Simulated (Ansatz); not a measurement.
BeSe, DFT, LDA, all-electron PAW with datasets made for the crystal, scalar-relativistic (Ansatz 0.2.0), run on 1 thread of Intel(R) Xeon(R) Platinum 8488C (Sapphire Rapids) on a shared host.

The cell is COD entry 9008837, as deposited and not checked against the literature; nothing was relaxed. It differs from other determinations. The listed cell was then made from it by scaling, straining or moving an atom.

Command: `ansatz run input.yaml --threads 1 --pin off --max-ram 3072MiB --backend cpu --events-out ev --progress --plain --runs-dir out`

```yaml
crystal:
  lattice:
    - [0.0, 2.535, 2.5857]
    - [2.535, 0.0, 2.5857]
    - [2.535, 2.535, 0.0]
  atoms:
    - { symbol: Be, position: [0.0, 0.0, 0.0] }
    - { symbol: Se, position: [0.75, 0.75, 0.75] }
kpoints:
  mp_grid: { grid: [10, 10, 10] }
scf:
  occupations: { method: fermi_dirac, width: 0.02 }
hamiltonian:
  xc: lda
  pseudopotentials: { kind: all_electron, datasets: crystal }
output:
  forces: true
  stress: true
  eigenvalues: true
  efg: { contact_densities: true }
```

Problem. How large is the problem that the program sets up?

Solution. 102 irreducible k-points, 259 plane waves at Γ, 8 bands.

Problem. About how long does it take, and how much memory does it use?

Solution. 6 s of wall time for 7 SCF iterations, with a peak of 0.47 GiB. Times on shared machines scatter by tens of per cent.

Problem. And the same cell and mesh by PAW with the default files, asked for forces, stress, eigenvalues, efg, on the same hardware?

Solution. 3.6 s, peak memory 0.42 GiB.
